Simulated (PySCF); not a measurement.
A mixed set of molecules. Method used: TDDFT B3LYP/def2-SVPD, vertical, gas phase, core orbitals frozen in the response in PySCF. Geometries: PBE0-D3(BJ)/def2-SVP; one conformer of each isolated species. Triplets are in the Tamm–Dancoff approximation. Atoms past krypton carry core potentials; spin–orbit coupling is left out. Ions are computed without counter-ions or solvent.

Question: Rank by computed HOMO energy, lowest first.
A. `C1CC[NH2+]CC1`
B. `C[C@@H]1CC[C@H]1[NH3+]`
C. `CC[Si](I)(I)CC`
D. `C(=C(\C(=O)[O-])F)/C(F)F`

Answer: A (-13.58 eV), B (-12.97 eV), C (-7.08 eV), D (-2.27 eV).

| SMILES | HOMO (eV) | gap (eV) | T1 (eV) | α (au) | first f ≥ 0.01 (nm) | S1 mainly |
| --- | --- | --- | --- | --- | --- | --- |
| C1CC[NH2+]CC1 | -13.58 | 8.85 | 7.96 | 61.0 | 154 | H→L (87%) |
| C[C@@H]1CC[C@H]1[NH3+] | -12.97 | 7.89 | 7.04 | 63.4 | 162 | H→L (99%) |
| CC[Si](I)(I)CC | -7.08 | 5.86 | 4.54 | 147.3 | 247 | H→L (96%) |
| O=C([O-])/C(F)=C/C(F)F | -2.27 | 5.02 | 3.59 | 67.7 | 264 | H→L (99%) |

H and L stand for HOMO and LUMO.

- `C1CC[NH2+]CC1`: Löwdin shares by element: HOMO carbon 54% or more, hydrogen 16% or more (atoms not listed hold the other 30%); LUMO hydrogen 40% or more, nitrogen 16%, carbon 8% or more (atoms not listed hold the other 36%).
- `C[C@@H]1CC[C@H]1[NH3+]`: Löwdin shares by element: HOMO carbon 73% or more (atoms not listed hold the other 27%); LUMO hydrogen 53% or more, nitrogen 21% (atoms not listed hold the other 26%).
- `CC[Si](I)(I)CC`: Löwdin shares by element: HOMO iodine 96%; LUMO iodine 61%, silicon 25%, carbon 5% or more.
- `O=C([O-])/C(F)=C/C(F)F`: Löwdin shares by element: HOMO oxygen 88%, carbon 7% or more; LUMO carbon 59% or more, oxygen 7% or more (atoms not listed hold the other 34%).
